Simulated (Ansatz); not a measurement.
# AlN: energy above lowest point against volume scale

Free energy against uniform scaling of the volume at fixed shape and fractions; periodic cell, basis, potentials, k mesh and filling as listed. The results are calculated, by Ansatz 0.2.0.

The cell before it is scaled or strained (space group F-43m, No. 216):
```
CELL_PARAMETERS angstrom
0.00000 2.19120 2.19120
2.19120 0.00000 2.19120
2.19120 2.19120 0.00000
ATOMIC_POSITIONS crystal
Al 0.00000 0.00000 0.00000
N 0.75000 0.75000 0.75000
```

Settings of every row: functional PBEsol; dispersion none; potentials PAW; wave cutoff 420 eV; density cutoff 1680 eV; k mesh 8x8x8; k shift 0x0x0; occupations fixed; smearing width 0 eV; spin none.

```
row  volume scale  V (Å³/atom)  energy above lowest point (meV/atom)
  1        0.9406        9.896                                  22.8
  2        0.9703       10.208                                   4.8
  3             1       10.521                                     0
  4        1.0297       10.833                                     ?
  5        1.0594       11.146                                  23.4
```

Question: what energy above lowest point should row 4 give?

Worked fit of energy above lowest point. Take u = (V_r/V)^(2/3) − 1 with V_r = 10.364 Å³ an atom, which is twice the finite (Eulerian) strain; such expansions in the strain, on which the Birch-Murnaghan equation of state is built, carry the rest volume and the bulk modulus. The shown rows have u = 0.03128, 0.01016, -0.00997, -0.04734. Least squares give energy above lowest point = 0.86 + 233.2 × u + 14983 × u² meV/atom; a straight line predicts inner rows, each left out in turn, worse (root mean square 15 against 0.056 meV/atom). All shown rows lie on it to the printed digit. Its lowest point lies at u = -0.0078, or V = 10.49 Å³ an atom, and the curvature there gives the bulk modulus at fixed shape and fractions, B = (4/9)(1 + u)² E″(u)/V = 200 GPa. The withheld row has u = -0.02907, so the fit gives 0.86 + 233.2 × (-0.02907) + 14983 × (-0.02907)² = 6.7 meV/atom.

The calculation gave 6.8 meV/atom. The fit lies 0.1 meV/atom (0.43 % of the column's range) below it, one unit of the last digit.
